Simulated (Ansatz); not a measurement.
Here is an Ansatz 0.2.0 calculation.

Contents of input.yaml:

```yaml
crystal:
  lattice:
    - [0.0, 3.532775, 3.532775]
    - [3.532775, 0.0, 3.532775]
    - [3.532775, 3.532775, 0.0]
  atoms:
    - { symbol: I, position: [0.5, 0.5, 0.5] }
    - { symbol: K, position: [0.0, 0.0, 0.0] }
kpoints:
  mp_grid: { grid: [7, 7, 7] }
scf:
  occupations: { method: fermi_dirac, width: 0.05 }
hamiltonian:
  xc: pbe
  pseudopotentials: { kind: all_electron, lapw: { basis_error: 0.001 } }
output:
  forces: true
  stress: true
relax:
  f_tol: 0.02
  max_steps: 60
  cell: {}
```

Potentials or basis: all-electron LAPW, scalar-relativistic.

Run with:

```sh
$ ansatz run input.yaml --threads 1 --pin off --max-ram 3072MiB --backend cpu --events-out ev --progress --plain --runs-dir out
```

Question: Estimate the relaxed cell.

Answer: a = 5.074 Å, b = 5.074 Å, c = 5.074 Å, α = 60.00°, β = 60.00°, γ = 60.00°.

Question: What does it give for the relaxed volume?

Answer: 46.20 Å³/atom.

Question: Estimate the band gap on the k mesh.

Answer: 3.86 eV.

Question: What does it give for the space group after relaxing (to 0.05 Å)?

Answer: Fm-3m (No. 225).

Final structure:
```
CELL_PARAMETERS angstrom
0.00000 3.58819 3.58819
3.58819 0.00000 3.58819
3.58819 3.58819 0.00000
ATOMIC_POSITIONS crystal
I 0.50000 0.50000 0.50000
K 0.00000 0.00000 0.00000
```

Caveat: spin-orbit coupling is left out, which moves the levels of the heavy elements; an odd mesh through Γ misses points on the zone boundary, where band edges often lie. As with any semilocal functional, this PBE gap is likely too small.
